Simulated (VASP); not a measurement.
BN, 4 atoms in the cell. It takes space group P6_3/mmc (No. 194, hexagonal). The conventional cell has a = 2.498 Å, b = 2.498 Å, c = 6.636 Å, α = 90.00°, β = 90.00°, γ = 120.00°. B (site symmetry -6m2) has 3 N at 1.44 Å as nearest neighbours. Around N (site symmetry -6m2) lie 3 B at 1.44 Å. 

```yaml
Program: VASP 6.6.1
Task: relaxation of cell and atoms
Functional: PBE
Dispersion: D3(BJ)
Potentials_or_basis: VASP PAW PBE potentials, release 64 (B, N)
Cutoff: 700 eV
k_mesh: 15 × 15 × 6
Occupations: gaussian, width 0.02 eV
Spin: no spin polarisation
Further_INCAR_settings: ALGO = Normal; EDIFF = 1e-07; IBRION = 2; EDIFFG = -0.002; NSW = 80; ISIF = 3
```

Potentials or basis: VASP PAW PBE potentials, release 64 (B, N).

The run is started by

```bash
$ cat potpaw_PBE.64/B/POTCAR potpaw_PBE.64/N/POTCAR > POTCAR
$ mpirun -np 1 vasp_std > vasp.out
```

Hardware: 1 thread of Intel(R) Xeon(R) 6975P-C (Granite Rapids), on a shared host.

How long does it take, and how much memory?

It took 2.6 min on 1 thread of Intel(R) Xeon(R) 6975P-C (Granite Rapids) (shared host), peak memory 0.23 GiB. Counts: scf iterations 77, k points 108, ion steps 11.
